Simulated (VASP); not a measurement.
# TePb (Fm-3m) in VASP: a series of runs, part 2 of 2

VASP 6.6.1. Earlier steps stand in the parts before.

**4. Single point, r2SCAN**

This run uses another cell than the first one, of 34.91 Å³/atom.

File POSCAR:

```
TePb
1.0
    0.0000000000      3.2681071912      3.2681071912
    3.2681071912      0.0000000000      3.2681071912
    3.2681071912      3.2681071912      0.0000000000
Te Pb
1 1
Direct
    0.5000000000      0.5000000000      0.5000000000
    0.0000000000      0.0000000000      0.0000000000
```

File INCAR.step1:

```
SYSTEM = TePb
ALGO = Normal
EDIFF = 1E-4
ENCUT = 520
GGA = PE
ISMEAR = 0
LASPH = .TRUE.
LCHARG = .FALSE.
LREAL = .FALSE.
LWAVE = .TRUE.
NBANDS = 17
NELM = 80
PREC = Accurate
SIGMA = 0.02
```

File INCAR.step2:

```
SYSTEM = TePb
ALGO = Normal
EDIFF = 1E-7
ENCUT = 520
ISIF = 2
ISMEAR = 0
ISTART = 1
LASPH = .TRUE.
LCHARG = .FALSE.
LMIXTAU = .TRUE.
LREAL = .FALSE.
LWAVE = .FALSE.
METAGGA = R2SCAN
NBANDS = 17
NELM = 80
PREC = Accurate
SIGMA = 0.02
```

File KPOINTS:

```
k-points
0
G
  8 8 8
  0 0 0
```

Potentials or basis: VASP PAW PBE potentials, release 64 (Te, Pb_d).

Command:

```sh
> cat potpaw_PBE.64/Te/POTCAR potpaw_PBE.64/Pb_d/POTCAR > POTCAR
> cp INCAR.step1 INCAR
> mpirun -np 1 vasp_std > vasp.out
> cp INCAR.step2 INCAR
> mpirun -np 1 vasp_std > vasp.out
```

OUTCAR:

```text
SYSTEM = TePb
   EDIFF = 1E-7
   ENCUT = 520
   ISIF = 2
   ISMEAR = 0
   ISTART = 1
   LASPH = .TRUE.
   LREAL = .FALSE.
   METAGGA = R2SCAN
   NELM = 80
   PREC = Accurate

 ion  position               nearest neighbor table
   1  0.500  0.500  0.500-   2 3.27   2 3.27   2 3.27   2 3.27   2 3.27   2 3.27
   2  0.000  0.000  0.000-   1 3.27   1 3.27   1 3.27   1 3.27   1 3.27   1 3.27

  LATTYP: Found a face centered cubic cell.
 ALAT       =     6.5362143824

  Lattice vectors:

 A1 = (   0.0000000000,   3.2681071912,   3.2681071912)
 A2 = (   3.2681071912,   0.0000000000,   3.2681071912)
 A3 = (   3.2681071912,   3.2681071912,   0.0000000000)

Analysis of symmetry for initial positions (statically):
=====================================================================
 Subroutine PRICEL returns:
 Original cell was already a primitive cell.

 Routine SETGRP: Setting up the symmetry group for a
 face centered cubic supercell.

 Subroutine GETGRP returns: Found 48 space group operations
 (whereof 48 operations were pure point group operations)
 out of a pool of 48 trial point group operations.

The static configuration has the point symmetry O_h .

Analysis of symmetry for dynamics (positions and initial velocities):
=====================================================================
 Subroutine PRICEL returns:
 Original cell was already a primitive cell.

 Routine SETGRP: Setting up the symmetry group for a
 face centered cubic supercell.

 Subroutine GETGRP returns: Found 48 space group operations
 (whereof 48 operations were pure point group operations)
 out of a pool of 48 trial point group operations.

The dynamic configuration has the point symmetry O_h .

 Subroutine INISYM returns: Found 48 space group operations
 (whereof 48 operations are pure point group operations),
 and found     1 'primitive' translations

----------------------------------------------------------------------------------------

                                     Primitive cell

  volume of cell :      69.8102

  direct lattice vectors                    reciprocal lattice vectors
     0.000000000  3.268107191  3.268107191    -0.152993758  0.152993758  0.152993758
     3.268107191  0.000000000  3.268107191     0.152993758 -0.152993758  0.152993758
     3.268107191  3.268107191  0.000000000     0.152993758  0.152993758 -0.152993758

  length of vectors
     4.621801513  4.621801513  4.621801513     0.264992962  0.264992962  0.264992962

  position of ions in fractional coordinates (direct lattice)
     0.500000000  0.500000000  0.500000000
     0.000000000  0.000000000  0.000000000

  ion indices of the primitive-cell ions
   primitive index   ion index
                 1           1
                 2           2

----------------------------------------------------------------------------------------

 KPOINTS: k-points

Automatic generation of k-mesh.
 Grid dimensions read from file:
 generate k-points for:    8    8    8

 Generating k-lattice:

  Cartesian coordinates                     Fractional coordinates (reciprocal lattice)
    -0.019124220  0.019124220  0.019124220     0.125000000  0.000000000  0.000000000
     0.019124220 -0.019124220  0.019124220     0.000000000  0.125000000  0.000000000
     0.019124220  0.019124220 -0.019124220     0.000000000  0.000000000  0.125000000

  Length of vectors
     0.033124120  0.033124120  0.033124120

  Shift w.r.t. Gamma in fractional coordinates (k-lattice)
     0.000000000  0.000000000  0.000000000

 Subroutine IBZKPT returns following result:
 ===========================================

 Found     29 irreducible k-points:

 Following reciprocal coordinates:
            Coordinates               Weight
  0.000000  0.000000  0.000000      1.000000
  0.125000  0.000000  0.000000      8.000000
  0.250000  0.000000  0.000000      8.000000
  0.375000  0.000000  0.000000      8.000000
  0.500000  0.000000  0.000000      4.000000
  0.125000  0.125000  0.000000      6.000000
[... 16 lines left out ...]
  0.500000  0.250000  0.125000     48.000000
 -0.375000  0.250000  0.125000     24.000000
 [... further k-points ...]
   k-points           NKPTS =     29   k-points in BZ     NKDIM =     29   number of bands    NBANDS=     17
   number of dos      NEDOS =    301   number of ions     NIONS =      2
   total plane-waves  NPLWV =  46656
   dimension x,y,z NGX =    36 NGY =   36 NGZ =   36
   dimension x,y,z NGXF=    72 NGYF=   72 NGZF=   72
   ions per type =               1   1
   NGX,Y,Z   is equivalent  to a cutoff of  12.95, 12.95, 12.95 a.u.
   NGXF,Y,Z  is equivalent  to a cutoff of  25.90, 25.90, 25.90 a.u.
 SYSTEM =  TePb
   PREC   = accura    normal or accurate (medium, high low for compatibility)
   ISTART =      1    job   : 0-new  1-cont  2-samecut
   ICHARG =      0    charge: 1-file 2-atom 10-const
   ISPIN  =      1    spin polarized calculation?
   LNONCOLLINEAR =      F non collinear calculations
   LSORBIT =      F    spin-orbit coupling
   LASPH  =      T    aspherical Exc in radial PAW
   ENCUT  =  520.0 eV  38.22 Ry    6.18 a.u.   8.59  8.59  8.59*2*pi/ulx,y,z
   NELM   =     80;   NELMIN=  2; NELMDL=  0     # of ELM steps
   EDIFF  = 0.1E-06   stopping-criterion for ELM
   LREAL  =      F    real-space projection
   EDIFFG = 0.1E-05   stopping-criterion for IOM
   NSW    =      0    number of steps for IOM
   IBRION =     -1    ionic relax: 0-MD 1-quasi-New 2-CG
   NFREE  =      0    steps in history (QN), initial steepest desc. (CG)
   ISIF   =      2    stress and relaxation
   ISYM   =      2    0-nonsym 1-usesym 2-fastsym
   POTIM  = 0.5000    time-step for ionic-motion
   TEBEG  =    0.0;   TEEND  =   0.0 temperature during run
   PSTRESS=    0.0 pullay stress
   NELECT =      20.0000    total number of electrons
   NUPDOWN=      -1.0000    fix difference up-down
   EMIN   =  10.00;   EMAX   =-10.00  energy-range for DOS
   EFERMI =   0.00;   METHOD = LEGACY
   ISMEAR =     0;   SIGMA  =   0.02  broadening in eV -4-tet -1-fermi 0-gaus
   EFERMI_NEDOS =   21; number of points for ismear=-14 and -15
   IALGO  =     38    algorithm
   IMIX   =      4    mixing-type and parameters
     AMIX     =   0.40;   BMIX     =  1.00
     AMIX_MAG =   1.60;   BMIX_MAG =  1.00
  volume/ion in A,a.u.               =      34.91       235.55
  Fermi-wavevector in a.u.,A,eV,Ry     =   1.079225  2.039439 15.847058  1.164726
  Thomas-Fermi vector in A             =   2.215184
   LORBIT       =      0    0 simple, 1 ext, 2 COOP (PROOUT), +10 PAW based schemes
   METAGGA = R2SCAN    functional components
   LHFCALC =     F    Hartree Fock is set to
   AEXX    =    0.0000 exact exchange contribution
   IVDW    =     0    specifies the selected vdW correction
   LEPSILON=     F    determine dielectric tensor
   LRPA    =     F    only Hartree local field effects (RPA)
 non-spin polarized calculation
 Gauss-broadening in eV      SIGMA  =   0.02
  energy-cutoff  :      520.00
  volume of cell :       69.81
 maximum number of plane-waves:      1895
 NGX is ok and might be reduce to    36
   NGX = 17   NGY = 17   NGZ = 17

 number of electron      20.0000002 magnetization

 Free energy of the ion-electron system (eV)
  ---------------------------------------------------
  ext. energy  EPLUGINS =         0.00000000
  ---------------------------------------------------
  free energy    TOTEN  =       -82.70612857 eV

  energy without entropy =      -82.70612857  energy(sigma->0) =      -82.70612857

 E-fermi :   5.2087     XC(G=0):  -9.6515

 val. band max:        5.0638848376   @ k =   0.5000   0.0000   0.0000
 cond. band min:       6.1577516642   @ k =   0.5000   0.0000   0.0000
 fundamental gap:      1.0938668266
 Fermi energy:         5.2086855864

 k-point     1 :       0.0000    0.0000    0.0000
  band No.  band energies     occupation
      1     -12.2508      2.00000
      2     -12.2508      2.00000
      3     -12.2418      2.00000
      4     -12.2418      2.00000
      5     -12.2418      2.00000
      6      -7.1545      2.00000
[... 9 lines left out ...]
     16      11.3320      0.00000
     17      13.0046      0.00000
[... 441 lines left out ...]
 k-point    24 :      -0.3750    0.2500    0.1250
  band No.  band energies     occupation
      1     -12.2779      2.00000
      2     -12.2585      2.00000
      3     -12.2362      2.00000
      4     -12.2314      2.00000
      5     -12.2244      2.00000
      6      -5.5479      2.00000
[... 9 lines left out ...]
     16      15.3341      0.00000
     17      15.7931      0.00000

 [... further k-points ...]

------------------------ aborting loop because EDIFF is reached ----------------------------------------

  FORCE on cell =-STRESS in cart. coord.  units (eV):
  Direction    XX          YY          ZZ          XY          YZ          ZX
  --------------------------------------------------------------------------------------
  -------------------------------------------------------------------------------------
  Total       -0.0156913     -0.0156913     -0.0156913      0.0000000      0.0000000     -0.0000000
  in kB       -0.3601233     -0.3601233     -0.3601233      0.0000000      0.0000000     -0.0000000
  external PRESSURE =      -0.3601233 kB  Pullay stress =       0.0000000 kB

 VOLUME and BASIS-vectors are now :
 -----------------------------------------------------------------------------
  energy-cutoff  :      520.00
  volume of cell :       69.81
      direct lattice vectors                 reciprocal lattice vectors
     0.000000000  3.268107191  3.268107191    -0.152993758  0.152993758  0.152993758
     3.268107191  0.000000000  3.268107191     0.152993758 -0.152993758  0.152993758
     3.268107191  3.268107191  0.000000000     0.152993758  0.152993758 -0.152993758

 POSITION                                       TOTAL-FORCE (eV/Angst)
 -----------------------------------------------------------------------------------
      3.26811      3.26811      3.26811        -0.000000      0.000000      0.000000
      0.00000      0.00000      0.00000         0.000000     -0.000000     -0.000000
 -----------------------------------------------------------------------------------
    total drift:                               -0.000000      0.000000      0.000000

  FREE ENERGIE OF THE ION-ELECTRON SYSTEM (eV)
  ---------------------------------------------------
  free  energy   TOTEN  =       -82.7061285745 eV

  energy  without entropy=      -82.7061285745  energy(sigma->0) =      -82.70612857
```

OSZICAR.step1:

```text
N       E                     dE             d eps       ncg     rms          rms(c)
DAV:   1     0.155620790954E+03    0.15562E+03   -0.92329E+03   994   0.113E+03
DAV:   2     0.342348540516E+01   -0.15220E+03   -0.14759E+03  1032   0.292E+02
DAV:   3    -0.735473770996E+01   -0.10778E+02   -0.10697E+02  1279   0.856E+01
DAV:   4    -0.764582336883E+01   -0.29109E+00   -0.29087E+00  1240   0.160E+01
DAV:   5    -0.765808075517E+01   -0.12257E-01   -0.12257E-01  1429   0.296E+00    0.309E+00
DAV:   6    -0.752247257558E+01    0.13561E+00   -0.30368E-01  1444   0.372E+00    0.188E+00
DAV:   7    -0.751889829940E+01    0.35743E-02   -0.87148E-02  1197   0.139E+00    0.903E-01
DAV:   8    -0.752119060460E+01   -0.22923E-02   -0.10675E-02  1178   0.105E+00    0.165E-01
DAV:   9    -0.752094310693E+01    0.24750E-03   -0.16542E-03  1389   0.426E-01    0.712E-02
DAV:  10    -0.752099094482E+01   -0.47838E-04   -0.17007E-04  1047   0.942E-02
   1 F= -.75209909E+01 E0= -.75209909E+01  d E =-.146356E-31
```

Run time: 2.6 min. Hardware: 1 thread of Intel Xeon Platinum 8259CL at 2.50GHz (Skylake/Cascade Lake), shared host; peak memory 0.23 GiB.

Results:

* Free energy: -82.7061 eV
* Pressure: 0.0 GPa
* Band gap on the k mesh: 1.09 eV

Levels at points of the mesh, in eV from the valence-band top:
```csv
k point,band 7,band 8,band 9,band 10,band 11,band 12,band 13,band 14
"(0.00, 0.00, 0.00)",-5.72,-1.35,-1.35,-1.35,4.32,4.32,4.32,6.27
"(0.50, 0.00, 0.00)",-8.70,-0.90,-0.90,0.00,1.09,1.51,1.51,8.91
"(0.50, 0.50, 0.00)",-7.44,-4.41,-2.76,-2.76,3.74,5.71,5.71,6.97
```

Caveat: the PAW data sets were made with another functional, which shifts forces and pressure a little; spin-orbit coupling is left out, which moves the levels of the heavy elements.

**5. Single point, r2SCAN**

This run uses another cell than the first one, of 34.91 Å³/atom.

POSCAR is that of step 4.

File INCAR.step1:

```
PREC = Accurate
ENCUT = 520
ISMEAR = 0
SIGMA = 0.02
LREAL = F
LASPH = T
NELM = 60
NBANDS = 17
GGA = PE
ALGO = Normal
EDIFF = 1E-4
LWAVE = T
LCHARG = F
```

File INCAR.step2:

```
PREC = Accurate
ENCUT = 520
EDIFF = 1E-6
ISMEAR = 0
SIGMA = 0.02
LREAL = F
LASPH = T
NELM = 60
ALGO = Normal
ISIF = 2
LWAVE = F
LCHARG = T
METAGGA = R2SCAN
LMIXTAU = T
LELF = T
LVHAR = T
NBANDS = 17
ISTART = 1
```

File KPOINTS:

```
Automatic mesh
0
Gamma
  8 8 8
```

Command:

```sh
> cat potpaw_PBE.64/Te/POTCAR potpaw_PBE.64/Pb_d/POTCAR > POTCAR
> cp INCAR.step1 INCAR
> mpirun -np 1 vasp_std > vasp.out
> cp INCAR.step2 INCAR
> mpirun -np 1 vasp_std > vasp.out
```

Run time: 2 min. Hardware: 1 thread of Intel Xeon Platinum 8259CL at 2.50GHz (Skylake/Cascade Lake), shared host; peak memory 0.23 GiB.

The run converged. Its results:

| Property | Result |
| --- | --- |
| Free energy | -82.7061 eV |
| Pressure | 0.0 GPa |
| Band gap on the k mesh | 1.09 eV |

Levels at points of the mesh, in eV from the valence-band top:
```tsv
k point	band 8	band 9	band 10	band 11	band 12	band 13
(0.00, 0.00, 0.00)	-1.35	-1.35	-1.35	4.32	4.32	4.32
(0.50, 0.00, 0.00)	-0.90	-0.90	0.00	1.09	1.51	1.51
(0.50, 0.50, 0.00)	-4.41	-2.76	-2.76	3.74	5.71	5.71
```

Caveat: the PAW data sets were made with another functional, which shifts forces and pressure a little; spin-orbit coupling is left out, which moves the levels of the heavy elements.

**6. Single point, r2SCAN (35.95 Å³/atom)**

This run uses another cell than the first one, of 35.95 Å³/atom.

File POSCAR:

```
TePb
1.0
    0.0000000000      3.3004667926      3.3004667926
    3.3004667926      0.0000000000      3.3004667926
    3.3004667926      3.3004667926      0.0000000000
Te Pb
1 1
Direct
    0.5000000000      0.5000000000      0.5000000000
    0.0000000000      0.0000000000      0.0000000000
```

Edit INCAR.step1 of step 5 so:

```diff
@@ -6,3 +6,3 @@
 LASPH = T
-NELM = 60
+NELM = 100
 NBANDS = 17
```

Edit INCAR.step2 of step 5 so:

```diff
@@ -2,3 +2,3 @@
 ENCUT = 520
-EDIFF = 1E-6
+EDIFF = 1E-7
 ISMEAR = 0
@@ -7,3 +7,3 @@
 LASPH = T
-NELM = 60
+NELM = 100
 ALGO = Normal
```

KPOINTS is that of step 5.

Potentials or basis: VASP PAW PBE potentials, release 64 (Te, Pb_d).

Command:

```sh
> cat potpaw_PBE.64/Te/POTCAR potpaw_PBE.64/Pb_d/POTCAR > POTCAR
> cp INCAR.step1 INCAR
> mpirun -np 1 vasp_std > vasp.out
> cp INCAR.step2 INCAR
> mpirun -np 1 vasp_std > vasp.out
```

OUTCAR:

```text
PREC = Accurate
   ENCUT = 520
   EDIFF = 1E-7
   ISMEAR = 0
   LREAL = F
   LASPH = T
   NELM = 100
   ISIF = 2
   METAGGA = R2SCAN
   ISTART = 1

 ion  position               nearest neighbor table
   1  0.500  0.500  0.500-   2 3.30   2 3.30   2 3.30   2 3.30   2 3.30   2 3.30
   2  0.000  0.000  0.000-   1 3.30   1 3.30   1 3.30   1 3.30   1 3.30   1 3.30

  LATTYP: Found a face centered cubic cell.
 ALAT       =     6.6009335852

  Lattice vectors:

[... 664 lines left out ...]

 [... further k-points ...]

------------------------ aborting loop because EDIFF is reached ----------------------------------------

  FORCE on cell =-STRESS in cart. coord.  units (eV):
  Direction    XX          YY          ZZ          XY          YZ          ZX
  --------------------------------------------------------------------------------------
  -------------------------------------------------------------------------------------
  Total       -0.5396593     -0.5396593     -0.5396593      0.0000000      0.0000000      0.0000000
  in kB      -12.0246982    -12.0246982    -12.0246982      0.0000000      0.0000000      0.0000000
  external PRESSURE =     -12.0246982 kB  Pullay stress =       0.0000000 kB

 VOLUME and BASIS-vectors are now :
 -----------------------------------------------------------------------------
  energy-cutoff  :      520.00
  volume of cell :       71.90
      direct lattice vectors                 reciprocal lattice vectors
     0.000000000  3.300466793  3.300466793    -0.151493722  0.151493722  0.151493722
     3.300466793  0.000000000  3.300466793     0.151493722 -0.151493722  0.151493722
     3.300466793  3.300466793  0.000000000     0.151493722  0.151493722 -0.151493722

 POSITION                                       TOTAL-FORCE (eV/Angst)
 -----------------------------------------------------------------------------------
      3.30047      3.30047      3.30047         0.000000     -0.000000      0.000000
      0.00000      0.00000      0.00000        -0.000000      0.000000     -0.000000
 -----------------------------------------------------------------------------------
    total drift:                               -0.000000      0.000000      0.000000

  FREE ENERGIE OF THE ION-ELECTRON SYSTEM (eV)
  ---------------------------------------------------
  free  energy   TOTEN  =       -82.6983682550 eV

  energy  without entropy=      -82.6983682550  energy(sigma->0) =      -82.69836826
```

OUTCAR.step1:

```text
PREC = Accurate
   ENCUT = 520
   ISMEAR = 0
   LREAL = F
   LASPH = T
[... 700 lines left out ...]
 -----------------------------------------------------------------------------------
      3.30047      3.30047      3.30047         0.000000     -0.000000      0.000000
      0.00000      0.00000      0.00000        -0.000000      0.000000     -0.000000
 -----------------------------------------------------------------------------------
    total drift:                               -0.000000      0.000000      0.000000

  FREE ENERGIE OF THE ION-ELECTRON SYSTEM (eV)
  ---------------------------------------------------
  free  energy   TOTEN  =        -7.5212366730 eV

  energy  without entropy=       -7.5212366730  energy(sigma->0) =       -7.52123667
```

OSZICAR.step1:

```text
N       E                     dE             d eps       ncg     rms          rms(c)
DAV:   1     0.154711482650E+03    0.15471E+03   -0.90638E+03   994   0.112E+03
DAV:   2     0.309294341289E+01   -0.15162E+03   -0.14632E+03  1085   0.294E+02
DAV:   3    -0.737712882258E+01   -0.10470E+02   -0.10423E+02  1241   0.833E+01
DAV:   4    -0.766331719862E+01   -0.28619E+00   -0.28605E+00  1345   0.158E+01
DAV:   5    -0.767376039413E+01   -0.10443E-01   -0.10443E-01  1360   0.258E+00    0.292E+00
DAV:   6    -0.752266924905E+01    0.15109E+00   -0.34369E-01  1389   0.384E+00    0.175E+00
DAV:   7    -0.751895353036E+01    0.37157E-02   -0.92961E-02  1172   0.139E+00    0.889E-01
DAV:   8    -0.752150929157E+01   -0.25558E-02   -0.11518E-02  1181   0.108E+00    0.167E-01
DAV:   9    -0.752118106479E+01    0.32823E-03   -0.19775E-03  1375   0.440E-01    0.674E-02
DAV:  10    -0.752123667302E+01   -0.55608E-04   -0.18535E-04  1095   0.909E-02
   1 F= -.75212367E+01 E0= -.75212367E+01  d E =-.293128E-16
```

It took 2.8 min on 1 thread of Intel Xeon Platinum 8259CL at 2.50GHz (Skylake/Cascade Lake), shared host; peak memory 0.23 GiB.

What came out:

| Quantity | Value |
| --- | --- |
| Free energy | -82.6984 eV |
| Pressure | -1.2 GPa |
| Band gap on the k mesh | 1.15 eV |

Caveat: the PAW data sets were made with another functional, which shifts forces and pressure a little; spin-orbit coupling is left out, which moves the levels of the heavy elements. A k mesh can miss the band edges.

**7. The runs side by side**

| cell | gap on the mesh (eV) | pressure (GPa) |
| --- | --- | --- |
| a = 4.527 Å, angles 60.0°, 2 atoms | 0.96 | 3.0 |
| a = 4.575 Å, angles 60.0°, 2 atoms | 1.03 | 1.3 |
| a = 4.622 Å, angles 60.0°, 2 atoms | 1.09 | 0.0 |
| a = 4.668 Å, angles 60.0°, 2 atoms | 1.15 | -1.2 |

Alike in all rows: task single point; level r2SCAN; potentials or basis VASP PAW PBE potentials, release 64 (Te, Pb_d); no spin polarisation; k mesh 8 × 8 × 8; cutoff (eV) 520; smearing gaussian 0.02 eV.

Caveats: the PAW data sets were made with another functional, which shifts forces and pressure a little; spin-orbit coupling is left out, which moves the levels of the heavy elements.

Absolute energies hang on the potentials; compare differences alone.

**8. Against experiment**

Step 4. Measured gap of TePb: 0.19 eV (direct; 4.2 K; a printed reference work, monograph). This calculation gives 1.09 eV (+0.90 eV). Spin-orbit coupling on Pb, Te is left out. The value is that of r2SCAN on a finite k mesh, which can miss the band edges, without temperature or zero-point motion.

Step 5. Measured gap of TePb: 0.19 eV (direct; 4.2 K; a printed reference work, monograph). This calculation gives 1.09 eV (+0.90 eV). Spin-orbit coupling on Pb, Te is left out. The value is that of r2SCAN on a finite k mesh, which can miss the band edges, without temperature or zero-point motion.
